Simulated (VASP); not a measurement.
A run of VASP 6.6.1 is set up as follows.

INCAR

```
SYSTEM = MgH2
PREC = Accurate
ENCUT = 520
EDIFF = 1E-7
ISMEAR = -1
SIGMA = 0.02
LREAL = .FALSE.
LASPH = .TRUE.
NELM = 60
ALGO = Normal
ISIF = 2
LWAVE = .FALSE.
LCHARG = .TRUE.
LELF = .TRUE.
LVHAR = .TRUE.
NBANDS = 9
```

KPOINTS

```
Automatic mesh
0
G
  8 8 8
  0 0 0
```

POSCAR

```
MgH2
1.0
    0.0000000000      2.3649613283      2.3649613283
    2.3649613283      0.0000000000      2.3649613283
    2.3649613283      2.3649613283      0.0000000000
Mg H
1 2
Direct
    0.0000000000      0.0000000000      0.0000000000
    0.2500000000      0.2500000000      0.2500000000
    0.7500000000      0.7500000000      0.7500000000
```

Potentials or basis: VASP PAW LDA potentials, release 64 (Mg, H).

Launch:

```console
$ cat potpaw_LDA.64/Mg/POTCAR potpaw_LDA.64/H/POTCAR > POTCAR
$ mpirun -np 1 vasp_std > vasp.out
```

Question: Predict the pressure.

Answer: -3.0 GPa.

Question: Predict the band gap on the k mesh.

Answer: None (metal or under the smearing width).
